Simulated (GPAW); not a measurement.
# Zn (P6_3/mmc) in GPAW: reference runs

Aim: a first look at Zn with PBE, on the cell as given.

All numbers are computed with GPAW 26.7.0; they aren't measurements. Logs are shortened: lines on timing, memory, paths and dates and some standing lists are left out, and cuts for length are marked. The log counts tension as positive stress, the text compression.

### 1 The crystal as given

Symmetry: P6_3/mmc, No. 194, hexagonal system. Conventional cell: a = 2.670 Å, b = 2.670 Å, c = 4.966 Å, α = 90.00°, β = 90.00°, γ = 120.00°. Zn (site symmetry -6m2) has 12 Zn at 2.67 to 2.92 Å as nearest neighbours.

### 2 Single point, PBE

Input file run.py:

```python
from ase import Atoms
from ase.dft.bandgap import bandgap
from ase.io import write
from ase.units import GPa
from gpaw import GPAW, PW

atoms = Atoms(['Zn', 'Zn'],
              cell=[[2.67, 0.0, 0.0],
                    [-1.335, 2.3122878281, 0.0],
                    [0.0, 0.0, 4.966]],
              scaled_positions=[[0.6666666667, 0.3333333333, 0.75],
                                [0.3333333333, 0.6666666667, 0.25]],
              pbc=True)

calc = GPAW(mode=PW(600),
            xc='PBE',
            kpts={'size': (11, 11, 6), 'gamma': True},
            occupations={'name': 'fermi-dirac', 'width': 0.05},
            nbands=21,
            convergence={'density': 1e-05, 'energy': 1e-05},
            maxiter=150,
            txt='gpaw.txt')
atoms.calc = calc
energy = atoms.get_potential_energy()
forces = atoms.get_forces()
stress = atoms.get_stress()
calc.write('gs.gpw')
write('result.traj', atoms)
print(f'Energy: {energy:.6f} eV')
print('Forces (eV/A):')
print(forces.round(4))
print('Stress (GPa):', (stress / GPa).round(3))
print('Fermi level:', round(calc.get_fermi_level(), 4), 'eV')
print(f'Gap: {bandgap(calc)[0]:.4f} eV, direct: {bandgap(calc, direct=True)[0]:.4f} eV')
```

Potentials or basis: GPAW PAW data sets (gpaw-data 1.2.1), pw.

On the command line:

```bash
> OMP_NUM_THREADS=1 python run.py
```

gpaw.txt:

```text
__  _  _
 | _ |_)|_||  |
 |__||  | ||/\| - 26.7.0

Input parameters:
  mode=PW(ecut=600.0),
  convergence={'density': 1e-05, 'energy': 1e-05},
  kpts=MonkhorstPack(size=(11, 11, 6), gamma=True),
  maxiter=150,
  nbands=21,
  occupations=Occupations(name='fermi-dirac', width=0.05),
  xc=XC(name='PBE')

Diagonalizing LCAO Hamiltonian
Converting LCAO to pw mode

          Zn

        Zn

Atoms  # Å, Bohr magnetons
|   | symbol |         x |        y |        z |    initial magnetic moments |
|---|--------|-----------|----------|----------|-----------------------------|
| 0 |     Zn |  1.335000 | 0.770763 | 3.724500 | ( 0.0000,  0.0000,  0.0000) |
| 1 |     Zn | -0.000000 | 1.541525 | 1.241500 | ( 0.0000,  0.0000,  0.0000) |

Unit cell  # Å
| periodic |         x |        y |        z |  lengths |     angles |
|----------|-----------|----------|----------|----------|------------|
|      yes |  2.670000 | 0.000000 | 0.000000 | 2.670000 |  90.000000 |
|      yes | -1.335000 | 2.312288 | 0.000000 | 2.670000 |  90.000000 |
|      yes |  0.000000 | 0.000000 | 4.966000 | 4.966000 | 120.000000 |

Number of symmetries: 12
Symmetry operations  # r_c * U_cc + t_c -> r_c
|    | kind |            matrix            |
|----|------|------------------------------|
|  0 |  σ   |  1, 1, 0,  0,-1, 0,  0, 0, 1 |
|  1 |  S6  |  1, 1, 0, -1, 0, 0,  0, 0,-1 |
|  2 |  E   |  1, 0, 0,  0, 1, 0,  0, 0, 1 |
|  3 |  C2  |  1, 0, 0, -1,-1, 0,  0, 0,-1 |
|  4 |  C2  |  0, 1, 0,  1, 0, 0,  0, 0,-1 |
|  5 |  C3  |  0, 1, 0, -1,-1, 0,  0, 0, 1 |
|  6 |  S6  |  0,-1, 0,  1, 1, 0,  0, 0,-1 |
|  7 |  σ   |  0,-1, 0, -1, 0, 0,  0, 0, 1 |
|  8 |  σ   | -1, 0, 0,  1, 1, 0,  0, 0, 1 |
|  9 |  i   | -1, 0, 0,  0,-1, 0,  0, 0,-1 |
| 10 |  C3  | -1,-1, 0,  1, 0, 0,  0, 0, 1 |
| 11 |  C2  | -1,-1, 0,  0, 1, 0,  0, 0,-1 |

BZ-sampling:
  Number of BZ points: 726
  Number of IBZ points: 84

  Monkhorst-Pack size: [11, 11, 6]
  Monkhorst-Pack shift: [0.0, 0.0, 0.08333333333333333]

K-points  # in reciprocal-cell coordinates
|     |                                coordinates |     weight |
|-----|--------------------------------------------|------------|
|   0 | (  0.00000000,   0.00000000,   0.00000000) | 0.00137741 |
|   1 | (  0.00000000,   0.00000000,   0.16666667) | 0.00275482 |
|   2 | (  0.00000000,   0.00000000,   0.33333333) | 0.00275482 |
|   3 | (  0.00000000,   0.00000000,   0.50000000) | 0.00137741 |
|   4 | (  0.09090909,   0.00000000,  -0.33333333) | 0.00826446 |
|   5 | (  0.09090909,   0.00000000,  -0.16666667) | 0.00826446 |
|   6 | (  0.09090909,   0.00000000,   0.00000000) | 0.00826446 |
|   7 | (  0.09090909,   0.00000000,   0.16666667) | 0.00826446 |
|   8 | (  0.09090909,   0.00000000,   0.33333333) | 0.00826446 |
|   9 | (  0.09090909,   0.00000000,   0.50000000) | 0.00826446 |
| ... |                                            |            |
|  83 | (  0.45454545,   0.45454545,   0.50000000) | 0.00826446 |

Plane wave coefficients: 1052
Cutoff: 600.0 eV

Spin-components: 1 (collinear spins)
Bands:           21
Projectors:      12
Spin-degeneracy: 2
Datatype:        complex128

Density:
  Valence electrons: 24.0
  Components: 1
  Grid points: [16 16 30]
  Charge: 0.0  # |e|

Potential:
  Grid points: [16 16 30]

species:
  Zn:
    name:    Zinc
    Z:       30.0
    valence: 12
    core:    18
    charge:  0.0  # [|e|]
    compensation charges:
      type: gauss
      rc: 0.37  # [Å]
      lmax: 2
    cutoffs:
      filter: 2.14  # [Å]
      core: 2.28  # [Å]
    projectors
    | kind |    occ | energy [eV] | rcut [Å] |
    |------|--------|-------------|----------|
    |   4s |  2.000 |      -5.977 |    1.286 |
    |   4p |  0.000 |      -1.117 |    1.270 |
    |   3d | 10.000 |     -10.142 |    1.180 |
    |    s |        |      21.234 |    1.286 |
    |    p |        |      26.095 |    1.270 |
    |    d |        |      17.070 |    1.180 |

    Using partial waves for Zn as LCAO basis

Reference energy: -97722.653306  # eV

eigensolver:
  PPCG
  Converge bands: occupied
  niter=2

density mixing:
  MSR1-Mixer
  Pratt-step length: 0.05
  Maximum mixing coefficient: 0.75
  Old densities: 10
  SVD Regularization: 0.005
  Good broyden scale: 1.0
  Trust region scale: 1.0
  Backstep threshold: 4.0
  History deletion threshold: 6.0
  Fourier metric: weight=20.0, sigma=0.015

occupation numbers:
  Fermi-Dirac:
    width: 0.0500  # eV

poisson solver:
  ecut: 4800.0  # eV

xc functional:
[... 9 lines left out ...]
|iter     | |      energy | eigst |  dens |
|---------|-|-------------|-------|-------|
|iter:   1| |   -2.521824 | +0.21 |       |
|iter:   2| |   -2.473209 | -2.68 | -1.40 |
|iter:   3| |   -2.360339 | -1.74 | -1.45 |
|iter:   4| |   -2.365545 | -3.08 | -1.90 |
|iter:   5| |   -2.366735 | -3.12 | -2.26 |
|iter:   6| |   -2.366809 | -4.87 | -3.61 |
|iter:   7| |   -2.366826c| -5.64 | -3.77 |
|iter:   8| |   -2.366827c| -7.18 | -4.42 |
|iter:   9| |   -2.366827c| -8.05c| -4.84 |
|iter:  10| |   -2.366827c| -8.84c| -5.34c|

Converged in 10 steps
Energy contributions relative to reference atoms: (reference = -97722.653306)

Energy contributions:
  Kinetic:          -3.365679
  Coulomb:           6.403670
  Zero:             -0.052169
  External:          0.000000
  Xc:               -5.350284
  Entropy:          -0.004730
  Spinorbit:         0.000000
  ----------------------------
  Free energy:      -2.369191
  Extrapolated:     -2.366827

dipole moment: (-0.000000, -0.000000, -0.000000)  # |e|*Ang

Fermi level: 6.453
Eigenvalues  # (at kpt = [0.000, 0.000, 0.000])
| band index |      eig [eV] | occ [0-2] |
|------------|---------------|-----------|
|          0 |        -3.749 |     2.000 |
|        ... |               |           |
|          5 |        -0.992 |     2.000 |
|          6 |        -0.992 |     2.000 |
|          7 |        -0.672 |     2.000 |
|          8 |        -0.672 |     2.000 |
|          9 |        -0.470 |     2.000 |
|         10 |        -0.470 |     2.000 |
[... 8 lines left out ...]
|         19 |        25.584 |     0.000 |
|         20 |        26.779 |     0.000 |

No gap
No difference between direct/indirect transitions

Forces  # eV/Ang
|        x |        y |        z |
|----------|----------|----------|
|  0.00000 | -0.00000 |  0.00001 |  # Zn   0
| -0.00000 |  0.00000 | -0.00001 |  # Zn   1

Stress tensor  # eV/Ang^3
|        x |         y |         z |
|----------|-----------|-----------|
| 0.003975 |  0.000000 |  0.000000 |
| 0.000000 |  0.003975 | -0.000000 |
| 0.000000 | -0.000000 |  0.009992 |

# Writing to gs.gpw (mode='')
```

Wall time 23 s (1 thread of AMD EPYC 7R43 (Zen 3), shared host); peak memory 0.17 GiB.

Results:

| Item | Value |
| --- | --- |
| Free energy | -2.3692 eV |
| Pressure | -1.0 GPa |
| Band gap on the k mesh | none (metal or under the smearing width) |
